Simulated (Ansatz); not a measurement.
**Band table of AlAs**

```
Al As
1.0
     0.00000    2.83040    2.83040
     2.83040    0.00000    2.83040
     2.83040    2.83040    0.00000
Al As
1 1
Direct
  0.00000 0.00000 0.00000
  0.75000 0.75000 0.75000
```

Atoms are numbered in the order listed.

The cell is COD entry 1540257, as deposited and not checked against the literature; nothing was relaxed.

Computed with Ansatz 0.2.0, DFT, PBE, all-electron LAPW, scalar-relativistic.

Settings: a Γ-centred 11×11×11 k mesh, Fermi–Dirac smearing of 0.05 eV, basis error target 1 meV/atom, no spin polarisation.

Path points, in fractions of the reciprocal vectors: Γ (0.000, 0.000, 0.000), X (-0.500, -0.500, 0.000), U (-0.375, -0.375, 0.250), K (-0.375, 0.000, 0.375), L (0.000, 0.000, 0.500), W (-0.500, -0.250, 0.250). Levels in eV from the valence-band top; bands 14 to 19, counted from the lowest band of the run. The gap is 1.44 eV, indirect from Γ to X (-0.5, -0.5, 0).

```
# k(1/Å) point b14 b15 b16 b17 b18 b19
0.000 Γ -11.87 0.00 0.00 0.00 2.05 4.30
0.139 - -11.82 -0.49 -0.14 -0.14 2.57 4.11
0.277 - -11.66 -1.38 -0.50 -0.50 3.47 3.66
0.416 - -11.42 -2.31 -0.93 -0.93 3.12 4.04
0.555 - -11.09 -3.21 -1.34 -1.34 2.59 3.78
0.694 - -10.71 -4.03 -1.69 -1.69 2.13 3.19
0.832 - -10.33 -4.74 -1.95 -1.95 1.77 2.70
0.971 - -10.02 -5.24 -2.11 -2.11 1.53 2.40
1.110 X -9.90 -5.42 -2.17 -2.17 1.44 2.30
1.159 - -9.90 -5.42 -2.21 -2.16 1.48 2.34
1.208 - -9.90 -5.40 -2.33 -2.14 1.57 2.47
1.257 - -9.90 -5.38 -2.51 -2.11 1.69 2.70
1.306 - -9.90 -5.34 -2.71 -2.07 1.80 3.03
1.355 - -9.90 -5.30 -2.92 -2.02 1.91 3.45
1.404 - -9.90 -5.26 -3.11 -1.96 2.02 3.92
1.453 - -9.91 -5.21 -3.28 -1.88 2.13 4.44
1.502 U -9.93 -5.17 -3.41 -1.80 2.25 4.98
1.587 - -9.95 -5.14 -3.43 -1.84 2.46 5.27
1.672 - -9.96 -5.11 -3.39 -2.01 2.94 5.54
1.757 - -9.97 -5.09 -3.31 -2.19 3.57 5.34
1.842 - -9.97 -5.08 -3.27 -2.27 4.06 4.85
1.927 - -9.97 -5.09 -3.31 -2.19 3.57 5.34
2.012 - -9.96 -5.11 -3.39 -2.01 2.94 5.54
2.097 - -9.95 -5.14 -3.43 -1.84 2.46 5.27
2.182 K -9.93 -5.17 -3.41 -1.80 2.25 4.98
2.329 - -10.06 -5.03 -3.50 -1.49 2.65 6.45
2.476 - -10.31 -4.81 -3.21 -1.14 3.11 6.23
2.624 - -10.65 -4.37 -2.66 -0.78 3.53 5.55
2.771 - -11.03 -3.68 -1.99 -0.46 3.71 4.97
2.918 - -11.37 -2.78 -1.28 -0.22 3.56 4.56
3.065 - -11.64 -1.73 -0.63 -0.08 3.17 4.34
3.212 - -11.81 -0.64 -0.17 -0.02 2.56 4.29
3.359 Γ -11.87 0.00 0.00 0.00 2.05 4.30
3.480 - -11.83 -0.49 -0.04 -0.04 2.41 4.35
3.600 - -11.71 -1.42 -0.16 -0.16 2.80 4.58
3.720 - -11.53 -2.43 -0.32 -0.32 2.80 4.80
3.840 - -11.29 -3.38 -0.48 -0.48 2.62 4.92
3.960 - -11.02 -4.23 -0.62 -0.62 2.43 4.90
4.080 - -10.74 -4.93 -0.73 -0.73 2.28 4.81
4.200 - -10.53 -5.39 -0.80 -0.80 2.18 4.73
4.321 L -10.45 -5.56 -0.82 -0.82 2.15 4.69
4.419 - -10.43 -5.54 -1.05 -0.87 2.38 4.60
4.517 - -10.38 -5.47 -1.57 -1.01 2.86 4.39
4.615 - -10.29 -5.37 -2.16 -1.23 3.34 4.24
4.713 - -10.19 -5.25 -2.68 -1.54 3.68 4.25
4.811 - -10.08 -5.14 -3.08 -1.90 3.88 4.49
4.909 - -9.97 -5.08 -3.27 -2.27 4.06 4.85
5.007 - -9.90 -5.07 -3.26 -2.62 4.24 5.27
5.105 W -9.87 -5.08 -3.17 -2.82 4.33 5.65
5.175 - -9.87 -5.10 -3.13 -2.80 4.06 5.15
5.244 - -9.88 -5.14 -3.03 -2.74 3.54 4.52
5.314 - -9.88 -5.21 -2.87 -2.65 3.00 3.93
5.383 - -9.89 -5.27 -2.69 -2.53 2.50 3.41
5.452 - -9.89 -5.33 -2.50 -2.41 2.08 2.96
5.522 - -9.90 -5.38 -2.33 -2.29 1.74 2.61
5.591 - -9.90 -5.41 -2.21 -2.20 1.52 2.38
5.660 X -9.90 -5.42 -2.17 -2.17 1.44 2.30
```
